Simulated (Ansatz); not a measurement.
Input of an Ansatz 0.2.0 run:

input.yaml

```yaml
crystal:
  lattice: { a: 5.404, b: 5.404, c: 5.404, alpha: 90.0, beta: 90.0, gamma: 90.0 }
  space_group: 216
  reduce_to_primitive: true
  atoms:
    - { symbol: Zn, wyckoff: "4c", position: [0.25, 0.25, 0.25] }
    - { symbol: S, wyckoff: "4a", position: [0.0, 0.0, 0.0] }
hamiltonian:
  xc: { exchange: pbe, correlation: pbe, exx: { coeff: 0.25, omega: 0.3 } }
  pseudopotentials: { kind: paw }
kpoints:
  mp_grid: { grid: [6, 6, 6] }
scf:
  occupations: { method: gaussian, width: 0.1 }
output:
  forces: true
  stress: true
  eigenvalues: true
```

Potentials or basis: Ansatz PAW.

The run is started by

```sh
$ ansatz run input.yaml --threads 1 --pin off --max-ram 2560MiB --backend cpu --events-out ev --progress --plain --runs-dir out
```

Question: Estimate the band gap on the k mesh.

Answer: 3.13 eV, direct.

Question: Predict the pressure.

Answer: 1.1 GPa.

Caveat: the PAW data sets come from PBE, with cores solved anew for the run's functional, which leaves a small shift of forces and pressure; the thresholds are loose for stress.

**Experimental background.**

From “Electronic, vibrational, and thermodynamic properties of ZnS (zincblende and rocksalt structure)”, 2009, arxiv:0911.5022, for a bulk crystal of ZnS at 19 K: band gap 3.85 eV (direct).

A measured gap of ZnS is 3.85 eV (direct; 19 K; quoted in “Electronic, vibrational, and thermodynamic properties of ZnS (zincblende and rocksalt structure)”, 2009, arxiv:0911.5022); the calculated 3.13 eV misses it by -0.72 eV. The value is that of HSE03, without temperature or zero-point motion.
